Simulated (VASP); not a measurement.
# Sr (Fm-3m) in VASP: notebook

One crystal, Sr, is run at these levels: PBE, PBEsol; tasks: single point, equation of state.

All numbers are computed with VASP 6.6.1; they aren't measurements. Logs are shortened: lines on timing, memory, paths and dates and some standing lists are left out, and cuts for length are marked.

## Step 1: The structure

Symmetry: Fm-3m, No. 225, cubic system. Conventional cell: a = 6.085 Å, b = 6.085 Å, c = 6.085 Å, α = 90.00°, β = 90.00°, γ = 90.00°. Sr (site symmetry m-3m) has 12 Sr at 4.30 Å as nearest neighbours.

## Step 2: Single point, PBE

INCAR reads:

```
SYSTEM = Sr
ALGO = Normal
EDIFF = 1E-7
ENCUT = 520
GGA = PE
ISIF = 2
ISMEAR = -1
LASPH = .True.
LCHARG = .True.
LELF = .True.
LREAL = .False.
LVHAR = .True.
LWAVE = .False.
NBANDS = 11
NELM = 100
PREC = Accurate
SIGMA = 0.05
```

KPOINTS reads:

```
k-points
0
Gamma
  8 8 8
  0 0 0
```

POSCAR reads:

```
Sr
1.0
    0.0000000000      3.0423500000      3.0423500000
    3.0423500000      0.0000000000      3.0423500000
    3.0423500000      3.0423500000      0.0000000000
Sr
1
Direct
    0.0000000000      0.0000000000      0.0000000000
```

Potentials or basis: VASP PAW PBE potentials, release 64 (Sr_sv).

On the command line:

```
$ cat potpaw_PBE.64/Sr_sv/POTCAR > POTCAR
$ mpirun -np 1 vasp_std > vasp.out
```

OUTCAR:

```text
SYSTEM = Sr
   EDIFF = 1E-7
   ENCUT = 520
   GGA = PE
   ISIF = 2
   ISMEAR = -1
   LASPH = .True.
   LREAL = .False.
   NELM = 100
   PREC = Accurate

 ion  position               nearest neighbor table
   1  0.000  0.000  0.000-

  LATTYP: Found a face centered cubic cell.
 ALAT       =     6.0847000000

  Lattice vectors:

 A1 = (   0.0000000000,   3.0423500000,   3.0423500000)
 A2 = (   3.0423500000,   0.0000000000,   3.0423500000)
 A3 = (   3.0423500000,   3.0423500000,   0.0000000000)

Analysis of symmetry for initial positions (statically):
=====================================================================
 Subroutine PRICEL returns:
 Original cell was already a primitive cell.

 Routine SETGRP: Setting up the symmetry group for a
 face centered cubic supercell.

 Subroutine GETGRP returns: Found 48 space group operations
 (whereof 48 operations were pure point group operations)
 out of a pool of 48 trial point group operations.

The static configuration has the point symmetry O_h .

Analysis of symmetry for dynamics (positions and initial velocities):
=====================================================================
 Subroutine PRICEL returns:
 Original cell was already a primitive cell.

 Routine SETGRP: Setting up the symmetry group for a
 face centered cubic supercell.

 Subroutine GETGRP returns: Found 48 space group operations
 (whereof 48 operations were pure point group operations)
 out of a pool of 48 trial point group operations.

The dynamic configuration has the point symmetry O_h .

 Subroutine INISYM returns: Found 48 space group operations
 (whereof 48 operations are pure point group operations),
 and found     1 'primitive' translations

----------------------------------------------------------------------------------------

                                     Primitive cell

  volume of cell :      56.3193

  direct lattice vectors                    reciprocal lattice vectors
     0.000000000  3.042350000  3.042350000    -0.164346640  0.164346640  0.164346640
     3.042350000  0.000000000  3.042350000     0.164346640 -0.164346640  0.164346640
     3.042350000  3.042350000  0.000000000     0.164346640  0.164346640 -0.164346640

  length of vectors
     4.302532631  4.302532631  4.302532631     0.284656730  0.284656730  0.284656730

  position of ions in fractional coordinates (direct lattice)
     0.000000000  0.000000000  0.000000000

  ion indices of the primitive-cell ions
   primitive index   ion index
                 1           1

----------------------------------------------------------------------------------------

 KPOINTS: k-points

Automatic generation of k-mesh.
 Grid dimensions read from file:
 generate k-points for:    8    8    8

 Generating k-lattice:

  Cartesian coordinates                     Fractional coordinates (reciprocal lattice)
    -0.020543330  0.020543330  0.020543330     0.125000000  0.000000000  0.000000000
     0.020543330 -0.020543330  0.020543330     0.000000000  0.125000000  0.000000000
     0.020543330  0.020543330 -0.020543330     0.000000000  0.000000000  0.125000000

  Length of vectors
     0.035582091  0.035582091  0.035582091

  Shift w.r.t. Gamma in fractional coordinates (k-lattice)
     0.000000000  0.000000000  0.000000000

 Subroutine IBZKPT returns following result:
 ===========================================

 Found     29 irreducible k-points:

 Following reciprocal coordinates:
            Coordinates               Weight
  0.000000  0.000000  0.000000      1.000000
  0.125000  0.000000  0.000000      8.000000
  0.250000  0.000000  0.000000      8.000000
  0.375000  0.000000  0.000000      8.000000
  0.500000  0.000000  0.000000      4.000000
  0.125000  0.125000  0.000000      6.000000
[... 21 lines left out ...]
 -0.375000  0.500000  0.125000     12.000000
 -0.250000  0.500000  0.250000      6.000000
   k-points           NKPTS =     29   k-points in BZ     NKDIM =     29   number of bands    NBANDS=     11
   number of dos      NEDOS =    301   number of ions     NIONS =      1
   total plane-waves  NPLWV =  32768
   dimension x,y,z NGX =    32 NGY =   32 NGZ =   32
   dimension x,y,z NGXF=    64 NGYF=   64 NGZF=   64
   ions per type =               1
   NGX,Y,Z   is equivalent  to a cutoff of  12.36, 12.36, 12.36 a.u.
   NGXF,Y,Z  is equivalent  to a cutoff of  24.73, 24.73, 24.73 a.u.
 SYSTEM =  Sr
   PREC   = accura    normal or accurate (medium, high low for compatibility)
   ISTART =      0    job   : 0-new  1-cont  2-samecut
   ICHARG =      2    charge: 1-file 2-atom 10-const
   ISPIN  =      1    spin polarized calculation?
   LNONCOLLINEAR =      F non collinear calculations
   LSORBIT =      F    spin-orbit coupling
   LASPH  =      T    aspherical Exc in radial PAW
   ENCUT  =  520.0 eV  38.22 Ry    6.18 a.u.   8.00  8.00  8.00*2*pi/ulx,y,z
   NELM   =    100;   NELMIN=  2; NELMDL= -5     # of ELM steps
   EDIFF  = 0.1E-06   stopping-criterion for ELM
   LREAL  =      F    real-space projection
   EDIFFG = 0.1E-05   stopping-criterion for IOM
   NSW    =      0    number of steps for IOM
   IBRION =     -1    ionic relax: 0-MD 1-quasi-New 2-CG
   NFREE  =      0    steps in history (QN), initial steepest desc. (CG)
   ISIF   =      2    stress and relaxation
   ISYM   =      2    0-nonsym 1-usesym 2-fastsym
   POTIM  = 0.5000    time-step for ionic-motion
   TEBEG  =    0.0;   TEEND  =   0.0 temperature during run
   PSTRESS=    0.0 pullay stress
   NELECT =      10.0000    total number of electrons
   NUPDOWN=      -1.0000    fix difference up-down
   EMIN   =  10.00;   EMAX   =-10.00  energy-range for DOS
   EFERMI =   0.00;   METHOD = LEGACY
   ISMEAR =    -1;   SIGMA  =   0.05  broadening in eV -4-tet -1-fermi 0-gaus
   EFERMI_NEDOS =   21; number of points for ismear=-14 and -15
   IALGO  =     38    algorithm
   IMIX   =      4    mixing-type and parameters
     AMIX     =   0.40;   BMIX     =  1.00
     AMIX_MAG =   1.60;   BMIX_MAG =  1.00
  volume/ion in A,a.u.               =      56.32       380.06
  Fermi-wavevector in a.u.,A,eV,Ry     =   0.920144  1.738819 11.519569  0.846664
  Thomas-Fermi vector in A             =   2.045416
   LORBIT       =      0    0 simple, 1 ext, 2 COOP (PROOUT), +10 PAW based schemes
   GGA     = PE    functional components
   LHFCALC =     F    Hartree Fock is set to
   AEXX    =    0.0000 exact exchange contribution
   IVDW    =     0    specifies the selected vdW correction
   LEPSILON=     F    determine dielectric tensor
   LRPA    =     F    only Hartree local field effects (RPA)
 non-spin polarized calculation
  energy-cutoff  :      520.00
  volume of cell :       56.32
 maximum number of plane-waves:      1540
   NGX = 15   NGY = 15   NGZ = 15

 number of electron      10.0000000 magnetization

 Free energy of the ion-electron system (eV)
  ---------------------------------------------------
  ext. energy  EPLUGINS =         0.00000000
  ---------------------------------------------------
  free energy    TOTEN  =        -1.64476343 eV

  energy without entropy =       -1.63607136  energy(sigma->0) =       -1.64041739

 E-fermi :   1.4766     XC(G=0):  -7.2785

 val. band max:        1.4231408451   @ k =  -0.3750   0.3750   0.0000
 cond. band min:       1.5108228816   @ k =  -0.3750   0.2500   0.1250
 fundamental gap:      0.0876820365
 Fermi energy:         1.4765687737

 k-point     1 :       0.0000    0.0000    0.0000
  band No.  band energies     occupation
      1     -35.1640      2.00000
      2     -17.0556      2.00000
      3     -17.0556      2.00000
      4     -17.0556      2.00000
      5      -2.1056      2.00000
      6       3.8201      0.00000
      7       3.8201      0.00000
      8       3.8201      0.00000
      9       5.2478      0.00000
     10       5.2478      0.00000
     11       8.5351      0.00000

 k-point     2 :       0.1250    0.0000    0.0000
  band No.  band energies     occupation
      1     -35.1622      2.00000
      2     -17.0824      2.00000
      3     -17.0592      2.00000
      4     -17.0592      2.00000
      5      -1.8619      2.00000
      6       3.4636      0.00000
      7       3.9241      0.00000
      8       3.9241      0.00000
      9       5.1198      0.00000
     10       5.1198      0.00000
     11       9.0806      0.00000

 k-point     3 :       0.2500    0.0000    0.0000
  band No.  band energies     occupation
      1     -35.1578      2.00000
      2     -17.1464      2.00000
      3     -17.0680      2.00000
      4     -17.0680      2.00000
      5      -1.1830      2.00000
      6       2.7550      0.00000
      7       3.9675      0.00000
      8       3.9675      0.00000
      9       5.1996      0.00000
     10       5.1996      0.00000
     11       8.1847      0.00000

 k-point     4 :       0.3750    0.0000    0.0000
  band No.  band energies     occupation
      1     -35.1535      2.00000
      2     -17.2090      2.00000
      3     -17.0767      2.00000
      4     -17.0767      2.00000
      5      -0.2470      2.00000
      6       2.0298      0.00003
      7       3.7689      0.00000
      8       3.7689      0.00000
      9       5.8224      0.00000
     10       5.8224      0.00000
     11       7.3256      0.00000
[... 309 lines left out ...]
 k-point    27 :      -0.2500    0.3750    0.1250
  band No.  band energies     occupation
      1     -35.1488      2.00000
      2     -17.1841      2.00000
      3     -17.1607      2.00000
      4     -17.1027      2.00000
      5       1.1456      1.99734
      6       2.1027      0.00001
      7       2.1841      0.00000
      8       4.2419      0.00000
      9       5.7228      0.00000
     10       5.9485      0.00000
     11       7.6071      0.00000

 k-point    28 :      -0.3750    0.5000    0.1250
  band No.  band energies     occupation
      1     -35.1476      2.00000
      2     -17.2093      2.00000
      3     -17.1364      2.00000
      4     -17.1220      2.00000
      5       1.1675      1.99588
      6       1.9317      0.00022
      7       2.3771      0.00000
      8       4.7059      0.00000
      9       6.5564      0.00000
     10       6.7004      0.00000
     11       6.7116      0.00000

 k-point    29 :      -0.2500    0.5000    0.2500
  band No.  band energies     occupation
      1     -35.1476      2.00000
      2     -17.1730      2.00000
      3     -17.1730      2.00000
      4     -17.1228      2.00000
      5       1.5833      0.21146
      6       2.1233      0.00000
      7       2.1233      0.00000
      8       3.6964      0.00000
      9       6.5590      0.00000
     10       6.7234      0.00000
     11       6.9023      0.00000

------------------------ aborting loop because EDIFF is reached ----------------------------------------

  FORCE on cell =-STRESS in cart. coord.  units (eV):
  Direction    XX          YY          ZZ          XY          YZ          ZX
  --------------------------------------------------------------------------------------
  -------------------------------------------------------------------------------------
  Total       -0.1129181     -0.1129181     -0.1129181      0.0000000      0.0000000     -0.0000000
  in kB       -3.2123035     -3.2123035     -3.2123035      0.0000000      0.0000000     -0.0000000
  external PRESSURE =      -3.2123035 kB  Pullay stress =       0.0000000 kB

 VOLUME and BASIS-vectors are now :
 -----------------------------------------------------------------------------
  energy-cutoff  :      520.00
  volume of cell :       56.32
      direct lattice vectors                 reciprocal lattice vectors
     0.000000000  3.042350000  3.042350000    -0.164346640  0.164346640  0.164346640
     3.042350000  0.000000000  3.042350000     0.164346640 -0.164346640  0.164346640
     3.042350000  3.042350000  0.000000000     0.164346640  0.164346640 -0.164346640

 POSITION                                       TOTAL-FORCE (eV/Angst)
 -----------------------------------------------------------------------------------
      0.00000      0.00000      0.00000         0.000000     -0.000000      0.000000
 -----------------------------------------------------------------------------------
    total drift:                                0.000000      0.000000      0.000000

  FREE ENERGIE OF THE ION-ELECTRON SYSTEM (eV)
  ---------------------------------------------------
  free  energy   TOTEN  =        -1.6447634290 eV

  energy  without entropy=       -1.6360713576  energy(sigma->0) =       -1.64041739
```

It took 8.6 s on 1 thread of Intel Xeon 6975P-C (Granite Rapids), shared host; peak memory 0.16 GiB.

Results:

```yaml
Free_energy: -1.6448 eV
Pressure: -0.3 GPa
Band_gap_on_the_k_mesh: none (metal or under the smearing width)
```

Levels at points of the mesh, in eV from the Fermi level:
```csv
k point,band 2,band 3,band 4,band 5,band 6,band 7,band 8,band 9
"(0.00, 0.00, 0.00)",-18.53,-18.53,-18.53,-3.58,2.34,2.34,2.34,3.77
"(0.50, 0.00, 0.00)",-18.71,-18.56,-18.56,-1.08,0.06,2.19,2.19,4.78
"(0.50, 0.50, 0.00)",-18.70,-18.60,-18.60,-0.59,0.39,1.03,4.79,5.08
```

## Step 3: Single point, PBE (cell strained at random at fixed volume)

INCAR reads:

```
SYSTEM = Sr
PREC = Accurate
ENCUT = 520
EDIFF = 1E-7
ISMEAR = -1
SIGMA = 0.05
LREAL = .FALSE.
LASPH = .TRUE.
NELM = 80
ALGO = Normal
ISIF = 2
LWAVE = .FALSE.
LCHARG = .FALSE.
GGA = PE
NBANDS = 11
```

KPOINTS reads:

```
regular mesh
0
G
  8 8 8
  0 0 0
```

POSCAR reads:

```
Sr
1.0
    0.0661010000      3.0195770000      2.9652580000
    3.1346330000      0.0075260000      3.0238330000
    3.1289580000      3.0724770000      0.0132010000
Sr
1
Direct
   -0.0100020000     -0.0043330000      0.0149740000
```

Potentials or basis: VASP PAW PBE potentials, release 64 (Sr_sv).

On the command line:

```
$ cat potpaw_PBE.64/Sr_sv/POTCAR > POTCAR
$ mpirun -np 1 vasp_std > vasp.out
```

OUTCAR:

```text
SYSTEM = Sr
   PREC = Accurate
   ENCUT = 520
   EDIFF = 1E-7
   ISMEAR = -1
   LREAL = .FALSE.
   LASPH = .TRUE.
   NELM = 80
   ISIF = 2
   GGA = PE

 ion  position               nearest neighbor table
   1  0.990  0.996  0.015-

  LATTYP: Found a triclinic cell.
 ALAT       =     4.2542369402
 B/A-ratio  =     3.1343925079
 C/A-ratio  =     1.7747817503
 COS(alpha) =     0.0047710823
 COS(beta)  =     0.3032608193
 COS(gamma) =     0.9452278277

  Lattice vectors:

 A1 = (  -3.0628570000,  -0.0529000000,   2.9520570000)
 A2 = (  -6.0539380000,  -0.1511740000,  11.8800040000)
 A3 = (  -6.2031650000,   3.0045250000,  -3.0824080000)

Analysis of symmetry for initial positions (statically):
=====================================================================
 Subroutine PRICEL returns:
 Original cell was already a primitive cell.

 Routine SETGRP: Setting up the symmetry group for a
 triclinic supercell.

 Subroutine GETGRP returns: Found  2 space group operations
 (whereof  1 operations were pure point group operations)
 out of a pool of  2 trial point group operations.

[... 195 lines left out ...]
 k-point     1 :       0.0000    0.0000    0.0000
  band No.  band energies     occupation
      1     -35.1663      2.00000
      2     -17.0596      2.00000
      3     -17.0575      2.00000
      4     -17.0552      2.00000
      5      -2.1054      2.00000
      6       3.6688      0.00000
      7       3.7923      0.00000
      8       3.9978      0.00000
      9       5.1197      0.00000
     10       5.3764      0.00000
     11       8.5321      0.00000
[... 533 lines left out ...]
 k-point    40 :      -0.3750    0.0000    0.1250
  band No.  band energies     occupation
      1     -35.1524      2.00000
      2     -17.2291      2.00000
      3     -17.1056      2.00000
      4     -17.0851      2.00000
      5       0.3372      2.00000
      6       1.9169      0.00029
      7       3.2808      0.00000
      8       3.8215      0.00000
      9       5.6853      0.00000
     10       6.4824      0.00000
     11       7.0613      0.00000

 [... further k-points ...]

------------------------ aborting loop because EDIFF is reached ----------------------------------------

  FORCE on cell =-STRESS in cart. coord.  units (eV):
  Direction    XX          YY          ZZ          XY          YZ          ZX
  --------------------------------------------------------------------------------------
  -------------------------------------------------------------------------------------
  Total       -0.1494449     -0.1018528     -0.0737606     -0.0802681      0.0685330     -0.0996992
  in kB       -4.2514203     -2.8975181     -2.0983490     -2.2834742      1.9496323     -2.8362502
  external PRESSURE =      -3.0824291 kB  Pullay stress =       0.0000000 kB

 VOLUME and BASIS-vectors are now :
 -----------------------------------------------------------------------------
  energy-cutoff  :      520.00
  volume of cell :       56.32
      direct lattice vectors                 reciprocal lattice vectors
     0.066101000  3.019577000  2.965258000    -0.164962146  0.167261680  0.170590432
     3.134633000  0.007526000  3.023833000     0.161060601 -0.164726653  0.164153859
     3.128958000  3.072477000  0.013201000     0.161727414  0.161491921 -0.168055405

 POSITION                                       TOTAL-FORCE (eV/Angst)
 -----------------------------------------------------------------------------------
      3.23334      3.04288      5.94653         0.000000      0.000000     -0.000000
 -----------------------------------------------------------------------------------
    total drift:                               -0.000000     -0.000000      0.000000

  FREE ENERGIE OF THE ION-ELECTRON SYSTEM (eV)
  ---------------------------------------------------
  free  energy   TOTEN  =        -1.6415895247 eV

  energy  without entropy=       -1.6325650818  energy(sigma->0) =       -1.63707730
```

OSZICAR:

```text
N       E                     dE             d eps       ncg     rms          rms(c)
DAV:   1     0.357969231435E+02    0.35797E+02   -0.47496E+03  5720   0.780E+02
DAV:   2     0.132807956457E+00   -0.35664E+02   -0.35041E+02  6648   0.152E+02
DAV:   3    -0.155710001779E+01   -0.16899E+01   -0.16694E+01  8694   0.245E+01
DAV:   4    -0.163796783603E+01   -0.80868E-01   -0.80673E-01  7510   0.475E+00
DAV:   5    -0.163913553895E+01   -0.11677E-02   -0.11676E-02  8127   0.512E-01    0.109E+01
DAV:   6    -0.164062171751E+01   -0.14862E-02   -0.66295E-03  6736   0.924E-01    0.617E+00
DAV:   7    -0.164157279692E+01   -0.95108E-03   -0.11550E-02  6114   0.121E+00    0.286E-01
DAV:   8    -0.164155842405E+01    0.14373E-04   -0.13552E-03  8633   0.219E-01    0.668E-02
DAV:   9    -0.164157871199E+01   -0.20288E-04   -0.25119E-05  6888   0.376E-02    0.279E-02
DAV:  10    -0.164159006662E+01   -0.11355E-04   -0.55506E-06  6722   0.196E-02    0.470E-03
DAV:  11    -0.164158961072E+01    0.45590E-06   -0.35240E-07  7285   0.468E-03    0.387E-03
DAV:  12    -0.164158944731E+01    0.16341E-06   -0.65221E-08  4446   0.155E-03    0.199E-03
DAV:  13    -0.164158952470E+01   -0.77385E-07   -0.16351E-08  3190   0.884E-04
   1 F= -.16415895E+01 E0= -.16370773E+01  d E =-.902444E-02
```

stdout:

```text
POSCAR found type information on POSCAR Sr
 POSCAR found :  1 types and       1 ions
 scaLAPACK will be used
 LDA part: xc-table for (Slater+PW92), standard interpolation
 POSCAR, INCAR and KPOINTS ok, starting setup
 FFT: planning ... GRIDC
 FFT: planning ... GRID_SOFT
 FFT: planning ... GRID
 WAVECAR not read
 entering main loop
```

Wall time 85 s (1 thread of Intel Xeon 6975P-C (Granite Rapids), shared host); peak memory 0.31 GiB.

What came out:

```yaml
Free_energy: -1.6416 eV
Pressure: -0.3 GPa
Band_gap_on_the_k_mesh: none (metal or under the smearing width)
```

## Step 4: Equation of state, PBE, 52.94 Å³/atom (volume scaled by 0.94)

INCAR reads:

```
PREC = Accurate ; ENCUT = 520
EDIFF = 1E-7 ; ISMEAR = -1
SIGMA = 0.05 ; LREAL = F
LASPH = T ; NELM = 80
ALGO = Normal ; ISIF = 2
LWAVE = F ; LCHARG = F
GGA = PE ; NBANDS = 11
```

KPOINTS reads:

```
regular mesh
0
Gamma
  8 8 8
```

POSCAR reads:

```
Sr
1.0
    0.0000000000      2.9802437979      2.9802437979
    2.9802437979      0.0000000000      2.9802437979
    2.9802437979      2.9802437979      0.0000000000
Sr
1
Direct
    0.0000000000      0.0000000000      0.0000000000
```

On the command line:

```
$ cat potpaw_PBE.64/Sr_sv/POTCAR > POTCAR
$ mpirun -np 1 vasp_std > vasp.out
```

It took 9.8 s on 1 thread of Intel Xeon 6975P-C (Granite Rapids), shared host; peak memory 0.16 GiB.

It converged, with:

- Free energy: -1.6440 eV
- Pressure: 0.4 GPa
- Band gap on the k mesh: none (metal or under the smearing width)

[end of part 1 of 2]
